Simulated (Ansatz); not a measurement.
TiO:

```
CELL_PARAMETERS angstrom
0.00000 2.46929 2.46929
2.46929 0.00000 2.46929
2.46929 2.46929 0.00000
ATOMIC_POSITIONS crystal
Ti 0.00000 0.00000 0.00000
O 0.25000 0.25000 0.25000
```

The cell comes from a database or a generator and needn't be the stable form of this composition.

* Program: Ansatz 0.2.0
* Task: relaxation of cell and atoms
* Functional: HF
* Potentials or basis: Ansatz PAW
* Cutoff: 420 eV (not typed: the program's choice for these potentials)
* k mesh: 5 × 5 × 5
* Occupations: fermi-dirac, width 0.05 eV
* Spin: no spin polarisation

At the start: volume 15.06 Å³/atom.

Where does the relaxation end?

It ends after 8 steps and the volume is 12.34 Å³/atom (-18.0 %); space group F-43m (No. 216, to 0.05 Å).

The path:
| step | energy change (eV) | largest force (eV/Å) | volume (Å³) |
| --- | --- | --- | --- |
| 1 | 0.0000 | 0.0000 | 30.11 |
| 2 | -0.5556 | 0.0000 | 25.92 |
| 3 | -0.5912 | 0.0000 | 24.28 |
| 4 | -0.5957 | 0.0000 | 24.73 |
| 5 | -0.5958 | 0.0000 | 24.70 |
| 6 | -0.5914 | 0.0000 | 24.70 |
| 7 | -0.5915 | 0.0000 | 24.69 |
| 8 | -0.5915 | 0.0000 | 24.69 |

Final structure:
```
Ti O
1.0
     0.00000    2.31111    2.31111
     2.31111    0.00000    2.31111
     2.31111    2.31111    0.00000
Ti O
1 1
Direct
  0.00000 0.00000 0.00000
  0.25000 0.25000 0.25000
```

Caveat: the k mesh is coarse (spacing up to 0.44 Å⁻¹), so the values aren't converged, least of all with exact exchange; the volume moved by over 15 % at a fixed basis, so the end points are rough; the plane-wave basis is chosen anew once the cell has moved, so the energies of steps on either side of that aren't comparable; the PAW data sets come from PBE, with cores solved anew for the run's functional, which leaves a small shift of forces and pressure.
